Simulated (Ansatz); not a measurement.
A trial structure of CaO was built thus: 6-connected net, two elements alternating (P-6m2, No. 187). The dimensions are guesses.

```
Ca O
1.0
     3.15708    0.00000    0.00000
    -1.57854    2.73411    0.00000
     0.00000    0.00000    3.07363
Ca O
1 1
Direct
  0.33333 0.66667 0.50000
  0.66667 0.33333 0.00000
```

The calculation used DFT PBE, scalar-relativistic, plane waves, PAW in Ansatz. Cutoff 420 eV, Gaussian smearing, Γ-centred meshes. Cell and atoms relax first on a coarse mesh and then on a converged one. In between, the cell is made exact in the group found at 0.06 Å. The steps can't lower the symmetry of their start. No spin polarisation.

A guess keeps its type if space group and coordination stay and the shape of the cell changes little (axis ratios within about 15 %, angles within 6°); the volume may change.

Question: Does it keep its structure type, or change into something else?

Answer: It keeps its type. The symmetry stays P-6m2 (No. 187). The end has the tungsten carbide type. The volume per atom grows by 6.6 %, from 13.3 to 14.1 Å³. The shortest distance goes from 2.38 Å (Ca–O) to 2.42 Å (Ca–O). The ratio c/a of the conventional cell changes by a factor of 0.93. Counting neighbours within 15 % of an atom's shortest distance, the start has Ca 6, O 6 and the end Ca 6, O 6.

Formation energies are uncorrected and refer to the elements' standard structures at the same level (O₂ as a molecule).

Question: At what energy does it end?

Answer: −2.696 eV/atom. A negative formation energy is needed for stability but isn't enough: competing phases decide.

The last run used a 12×12×8 mesh (in the run's order of axes) for its 2-atom cell and Gaussian smearing of 0.02 eV. A later test with randomly moved atoms came back to the same energy, though modes that don't fit the test's cell weren't probed.
